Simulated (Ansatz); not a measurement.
# Response of Rh to small distortions

```
CELL_PARAMETERS angstrom
0.00000 1.90155 1.90155
1.90155 0.00000 1.90155
1.90155 1.90155 0.00000
ATOMIC_POSITIONS crystal
Rh 0.00000 0.00000 0.00000
```

Conventional cell: a = 3.803 Å, b = 3.803 Å, c = 3.803 Å, α = 90.00°, β = 90.00°, γ = 90.00°. Rh (atom 1) is surrounded by 12 Rh at 2.69 Å.

The cell comes from COD entry 9008482, which wasn't checked; take it as a given geometry.

All numbers below come from DFT, PBE, PAW with Ansatz's default frozen-core files, scalar-relativistic (Ansatz 0.2.0).

Settings: a Γ-centred 16×16×16 k mesh, Fermi–Dirac smearing of 0.08 eV, cutoff 420 eV, no spin polarisation.

The unchanged cell is at 6.02 GPa.

In a metal, stresses and small energies carry noise from the k mesh.

x, y and z are the Cartesian axes of the cell as listed; fractional coordinates follow a strain, and an engineering shear is twice the off-diagonal strain component.

(1) With this change (equal xy, yz and zx engineering shear strains of +2 %), what becomes of the energy and stress?

With z strained by +4 % at fixed volume: energy change +24.5 meV/atom; stress change (xx, yy, zz, yz, xz, xy) 5.46, 5.46, -9.24, 0.00, 0.00, 0.00 GPa, compression positive.

With equal xy, yz and zx engineering shear strains of -2 %: energy change +10.6 meV/atom; stress change (xx, yy, zz, yz, xz, xy) 0.43, 0.43, 0.43, 4.05, 4.05, 4.05 GPa, compression positive.

(2) With this change (equal xy, yz and zx engineering shear strains of +1 %), what becomes of the energy and stress?

(3) With this change (equal xy, yz and zx engineering shear strains of +3 %), what becomes of the energy and stress?

(4) With this change (equal xy, yz and zx engineering shear strains of -3 %), what becomes of the energy and stress?

(5) With this change (equal xy, yz and zx engineering shear strains of -1 %), what becomes of the energy and stress?

Results:

(1) Energy change +10.3 meV/atom; stress change (xx, yy, zz, yz, xz, xy) 0.42, 0.42, 0.42, -3.95, -3.95, -3.95 GPa, compression positive.

(2) Energy change +2.6 meV/atom; stress change (xx, yy, zz, yz, xz, xy) 0.10, 0.10, 0.10, -1.99, -1.99, -1.99 GPa, compression positive.

(3) Energy change +23.1 meV/atom; stress change (xx, yy, zz, yz, xz, xy) 0.96, 0.96, 0.96, -5.91, -5.91, -5.91 GPa, compression positive.

(4) Energy change +24.1 meV/atom; stress change (xx, yy, zz, yz, xz, xy) 0.97, 0.97, 0.97, 6.08, 6.08, 6.08 GPa, compression positive.

(5) Energy change +2.6 meV/atom; stress change (xx, yy, zz, yz, xz, xy) 0.11, 0.11, 0.11, 2.02, 2.02, 2.02 GPa, compression positive.
